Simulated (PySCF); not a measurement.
From one molecule to another.

First species: C₂H₉ClSi₃.
InChI=1S/C2H9ClSi3/c1-2-5-6(3)4/h2,6H,1,5H2,4H3/t6-/m1/s1

Second species: malononitrile, C3H2N2.
InChI=1S/C3H2N2/c4-2-1-3-5/h1H2

Levels: CAM-B3LYP/def2-SVPD for dipole moment, HOMO energy, LUMO energy, HOMO–LUMO gap, static isotropic polarisability and electronic spatial extent ⟨r²⟩ about the centre of nuclear charge; TDDFT CAM-B3LYP/def2-SVPD for lowest singlet excitation; TDA CAM-B3LYP/def2-SVPD for lowest triplet excitation (Tamm–Dancoff); GFN2-xTB for rotational constant A and rotational constant C. Geometries: GFN2-xTB. Each structure is a single optimised conformer of the isolated species, non-relativistic unless stated; the electronic structure was computed with PySCF and density fitting.

Dipoles, sizes and rotational constants follow the conformer. The torsions of the flexible species, by atom-mapped SMILES:
- `[CH2:1]=[CH:2][SiH2:3][Si@@H:4]([SiH3:5])[Cl:6]`: C1–C2–Si3–Si4 9°, C2–Si3–Si4–Si5 58°

```json
{"property": "dipole moment", "column X": "2.10 D", "column Y": "4.08 D"}
{"property": "HOMO energy", "column X": "-9.21 eV", "column Y": "-11.62 eV"}
{"property": "LUMO energy", "column X": "0.04 eV", "column Y": "0.41 eV"}
{"property": "HOMO–LUMO gap", "column X": "9.25 eV", "column Y": "12.03 eV"}
{"property": "lowest singlet excitation", "column X": "5.91 eV", "column Y": "7.73 eV"}
{"property": "lowest triplet excitation (Tamm–Dancoff)", "column X": "4.37 eV", "column Y": "6.48 eV"}
{"property": "static isotropic polarisability", "column X": "122.2 au", "column Y": "40.7 au"}
{"property": "electronic spatial extent ⟨r²⟩ about the centre of nuclear charge", "column X": "1715 bohr²", "column Y": "414 bohr²"}
{"property": "rotational constant A", "column X": "1.746 GHz", "column Y": "19.698 GHz"}
{"property": "rotational constant C", "column X": "0.667 GHz", "column Y": "2.748 GHz"}
```

(1) Which column belongs to which species?

(2) How does each property change from the first species to the second?

Answers

(1) Column X is the first species and column Y the second. The first has 15 atoms and 80 electrons, the second 7 and 34.

(2) dipole moment +1.98 D; HOMO energy -2.41 eV; LUMO energy +0.37 eV; HOMO–LUMO gap +2.78 eV; lowest singlet excitation +1.82 eV; lowest triplet excitation (Tamm–Dancoff) +2.11 eV; static isotropic polarisability -81.5 au; electronic spatial extent ⟨r²⟩ about the centre of nuclear charge -1301 bohr²; rotational constant A +17.952 GHz; rotational constant C +2.081 GHz.

On the first: No computed singlet falls in the visible range (750 to 380 nm, 1.65 to 3.26 eV); S1 lies 2.65 eV above its blue end. The dipole matches unit charges of opposite sign 0.44 Å apart (1 e·Å = 4.8032 D).

On the second: The dipole matches unit charges of opposite sign 0.85 Å apart (1 e·Å = 4.8032 D). No computed singlet falls in the visible range (750 to 380 nm, 1.65 to 3.26 eV); S1 lies 4.47 eV above its blue end.
